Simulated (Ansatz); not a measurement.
# NiO: one cell, many SCF starts, part 2 of 2

How much does the result for NiO depend on the starting moments? The same cell is run from several starts. NiO is taken in the deposited crystal structure (space group Fm-3m, primitive cell doubled), 4 atoms in the cell. Source: COD entry 4320502, which need not be the ambient phase.

Ansatz 0.2.0; DFT PBE+U, PAW, plane waves, scalar-relativistic; U − J = 6.2 eV on Ni d. Earlier steps stand in the parts before.

### 7 Moments +- scaled by 1.4, plain SCF

The input, input.yaml:

```yaml
crystal:
  lattice:
    - [0.0, 2.09932, 2.09932]
    - [4.19864, 0.0, 4.19864]
    - [2.09932, 2.09932, 0.0]
  atoms:
    - { symbol: Ni, position: [0.0, 0.0, 0.0], spin: 2.8 }
    - { symbol: Ni, position: [0.0, 0.5, 0.0], spin: -2.8 }
    - { symbol: O, position: [0.5, 0.25, 0.5] }
    - { symbol: O, position: [0.5, 0.75, 0.5] }
magnetization:
  spin_polarized: true
hamiltonian:
  xc: pbe
  pseudopotentials: { kind: paw }
  hubbard: { sites: [{ species: Ni, l: d, u_eff: 6.2 }] }
basis:
  ecutwfc: 420
kpoints:
  mp_grid: { grid: [9, 5, 9] }
scf:
  occupations: { method: fermi_dirac, width: 0.05 }
  lower_state_search: "off"
output:
  forces: true
  stress: true
```

What it wrote (excerpt; [...] marks lines left out):

```text
[... 14 lines as in an earlier run ...]
Bands: 33, of which v1, the nominal top of the filled ones, is band 24 counted from 1 (23 counted from 0)
[... 8 lines as in an earlier run ...]
Starting moments: Σ|m| = 5.6 μB on 2 of 4 sites
[... 3 lines as in an earlier run ...]
SCF iter   1: F=—  HF=-12808.573794 eV  |F-HF|=—  |Δ(HF+E_count)|=         —  Δρ=3.02e-1 (↑3.02e-1 ↓3.02e-1)  dr2=4.99e1  dr2_m=1.60e1  M=0.000 μB ∫|m|=1.516 μB  β_m=0.30  ethr=3.10e-3  ⟨swp⟩=5.4  Hψ=14030  notcnv=0  defer=30
[...]
[... 1 line as in an earlier run ...]
[...]
spin-set hold released at iteration 7 (site moments contracting): the magnetisation degrees of freedom join the quasi-Newton model from the next iteration; the mixer history was flushed
[...]
SCF iter  15: F=-12809.591610 eV  HF=-12809.591610 eV  |F-HF|=3.06e-9  |Δ(HF+E_count)|=   7.29e-7  Δρ=3.44e-6 (↑3.44e-6 ↓3.44e-6)  dr2=8.82e-9  dr2_m=1.13e-9  M=0.000 μB ∫|m|=3.605 μB  ethr=2.08e-10  ⟨swp⟩=3.0  Hψ=13514  notcnv=0
[...]
SCF converged after 15 iterations
Magnetization: 0.0000 μB (24.0000 up, 24.0000 down)
Absolute magnetization: 3.6023 μB (∫|ρ↑−ρ↓|, with the PAW one-centre terms)
Spin contamination: 1.9256 ħ² per cell (⟨S²⟩ above its minimum at these occupations)
Per-site moments (μB) at R_I (Å): [(1.6726866333493757, 0.8659695), (-1.672686633349376, 0.8659695000000001), (2.929591178206147e-17, 0.8659695000000001), (-9.346332895898139e-18, 0.8659695)]
Free energy (F): -12809.591610 eV
[...]
E sigma→0 (E₀):  -12809.591610 eV
Fermi energy:    14.283690 eV
[... 28 lines left out: energy terms, forces, stress ...]
Occupation matrices written to <dir>
```

Wall time 5.1 s (2 threads of an x86-64 CPU, shared host); peak memory 0.59 GiB.

Nothing new: the 15 iterations lead to the state found in step 3 (antiferromagnetic).

### 8 A moment on one site alone, plain SCF

input.yaml: that of step 7 with these lines changed.

```diff
@@ -6,4 +6,4 @@
   atoms:
-    - { symbol: Ni, position: [0.0, 0.0, 0.0], spin: 2.8 }
-    - { symbol: Ni, position: [0.0, 0.5, 0.0], spin: -2.8 }
+    - { symbol: Ni, position: [0.0, 0.0, 0.0] }
+    - { symbol: Ni, position: [0.0, 0.5, 0.0], spin: 2.0 }
     - { symbol: O, position: [0.5, 0.25, 0.5] }
```

What it wrote (excerpt; [...] marks lines left out):

```text
Warning: crystal.symmetry: narrowed to the stabiliser of the k-point mesh — unitary ops 12 → 4; excluded 8 operations that carry a point of the 9×5×9 mesh (shift [0, 0, 0]) off the mesh (the run samples exactly the mesh kpoints.mp_grid names, as under crystal.symmetry.detect: false, and [...]
[... 22 lines as in an earlier run ...]
Starting moments: Σ|m| = 2 μB on 1 of 4 sites
[... 2 lines as in an earlier run ...]
SCF iter   1: F=—  HF=-12813.551005 eV  |F-HF|=—  |Δ(HF+E_count)|=         —  Δρ=3.33e-1 (↑1.98e-1 ↓3.33e-1)  dr2=7.11e1  dr2_m=4.64e0  M=0.624 μB ∫|m|=0.668 μB  β_m=0.30  ethr=3.10e-3  ⟨swp⟩=5.4  Hψ=23416  notcnv=0
[...]
[... 1 line as in an earlier run ...]
[...]
spin-set hold released at iteration 5 (the charge has settled, or the pull on large starting moments outlasts its swing): the magnetisation degrees of freedom join the quasi-Newton model from the next iteration; the mixer history was flushed
[...]
SCF iter  17: F=-12809.591610 eV  HF=-12809.591610 eV  |F-HF|=9.68e-9  |Δ(HF+E_count)|=   5.10e-9  Δρ=6.00e-6 (↑4.69e-6 ↓6.00e-6)  dr2=1.64e-8  dr2_m=2.01e-9  M=0.000 μB ∫|m|=3.605 μB  ethr=2.08e-10  ⟨swp⟩=3.9  Hψ=21035  notcnv=0
[...]
SCF converged after 17 iterations
Magnetization: 0.0000 μB (24.0000 up, 24.0000 down)
Absolute magnetization: 3.6023 μB (∫|ρ↑−ρ↓|, with the PAW one-centre terms)
Spin contamination: 1.9256 ħ² per cell (⟨S²⟩ above its minimum at these occupations)
Per-site moments (μB) at R_I (Å): [(-1.6726794777042537, 0.8659695), (1.6726872645076671, 0.8659695000000001), (-4.637837428158542e-6, 0.8659695000000001), (-4.6378374282459975e-6, 0.8659695)]
Free energy (F): -12809.591610 eV
[...]
E sigma→0 (E₀):  -12809.591610 eV
Fermi energy:    14.283665 eV
[... 28 lines left out: energy terms, forces, stress ...]
Occupation matrices written to <dir>
```

Run time: 7.1 s. Hardware: 2 threads of an x86-64 CPU, shared host; peak memory 0.6 GiB.

Nothing new: the 17 iterations lead to the state found in step 3 (antiferromagnetic).

### 9 Comparing the starts

| step | iterations | state | moments of Ni1 Ni2 O3 O4 (μB) | total (μB) | gap (eV) | pressure (GPa) | above lowest (meV/atom) |
| --- | --- | --- | --- | --- | --- | --- | --- |
| 2 | 12 | 2 | 1.73 1.73 0.20 0.20 | 4.00 | 2.19 | 9.9 | 47.8 |
| 3 | 13 | 1 | 1.67 -1.67 0.00 0.00 | 0.00 | 3.07 | 7.3 | 0.0 |
| 4 | 14 | 3 | 0.00 0.00 0.00 0.00 | 0.00 | none | -4.5 | 1080 |
| 5 | 12 | 2 | 1.73 1.73 0.20 0.20 | 4.00 | 2.19 | 9.9 | 47.8 |
| 6 | 21 | 2 | 1.73 1.73 0.20 0.20 | 4.00 | 2.19 | 9.9 | 47.8 |
| 7 | 15 | 1 | 1.67 -1.67 0.00 0.00 | 0.00 | 3.07 | 7.3 | 0.0 |
| 8 | 17 | 1 | -1.67 1.67 0.00 0.00 | 0.00 | 3.07 | 7.3 | 0.0 |

States are numbered from the lowest. Starts by step: 2 parallel moments, plain SCF; 3 opposed moments +-, plain SCF; 4 no spin polarisation; 5 spin on, no moments given (the program may seed its own), plain SCF; 6 parallel moments scaled by 0.03, plain SCF; 7 moments +- scaled by 1.4, plain SCF; 8 a moment on one site alone, plain SCF.

The 7 runs of this session took 48 s in all, from 4.8 s to 9.3 s each.

Decimal logarithm of the largest residual (eV) by iteration, counted through all cycles of a run:

| iteration | step 2 | step 3 | step 4 | step 5 | step 6 | step 7 | step 8 |
| --- | --- | --- | --- | --- | --- | --- | --- |
| 1 | 1.8 | 1.8 | 1.9 | 1.9 | 1.9 | 1.7 | 1.9 |
| 2 | 0.3 | 0.1 | 1.4 | 1.0 | -0.1 | 0.1 | 0.3 |
| 3 | -0.2 | -0.3 | -0.4 | 0.2 | -0.1 | -0.2 | 0.4 |
| 4 | -0.4 | 0.7 | -1.6 | -0.2 | -1.0 | -1.3 | 0.4 |
| 5 | -0.7 | -0.5 | -1.1 | 0.0 | -0.5 | -0.7 | 0.2 |
| 6 | -1.9 | -0.8 | -2.6 | -1.2 | -1.1 | -0.7 | 0.1 |
| 8 | -3.4 | -3.2 | -3.4 | -2.4 | -0.6 | -2.0 | -0.8 |
| 10 | -5.7 | -5.1 | -3.9 | -4.1 | 0.1 | -2.1 | -2.1 |
| 12 | -8.1 | -7.1 | -5.1 | -8.0 | 0.5 | -4.3 | -4.0 |
| 14 | - | - | -7.4 | - | 0.0 | -6.3 | -5.8 |
| 16 | - | - | - | - | -1.9 | - | -6.8 |
| 17 | - | - | - | - | -2.7 | - | -7.8 |
| 19 | - | - | - | - | -5.3 | - | - |
| 21 | - | - | - | - | -7.6 | - | - |

### 10 What came out

The summary covers parts 1 to 2.

| quantity | value |
| --- | --- |
| distinct states | 3 from 7 converged runs |
| lowest state from plain starts | antiferromagnetic |
| its moments | Ni1 1.67, Ni2 -1.67 μB |
| total moment | 0.00 μB per cell |
| gap on the k-mesh | 3.07 eV |
| pressure | 7.3 GPa |
| largest force | 0.000 eV/Å |
| next state | ferromagnetic, 47.8 meV/atom higher |
| highest state | non-magnetic (no spin polarisation), 1080 meV/atom higher |

In words: Distinct end states: 3, from 7 converged runs. Switching spin polarisation off costs 1080 meV/atom in free energy, smearing entropy included. The best ferromagnetic state lies 47.8 meV/atom above the best antiferromagnetic one. These are lowest states among those tried, not proven ground states. The mesh has less symmetry than the lattice, which lowers the symmetry of the run.
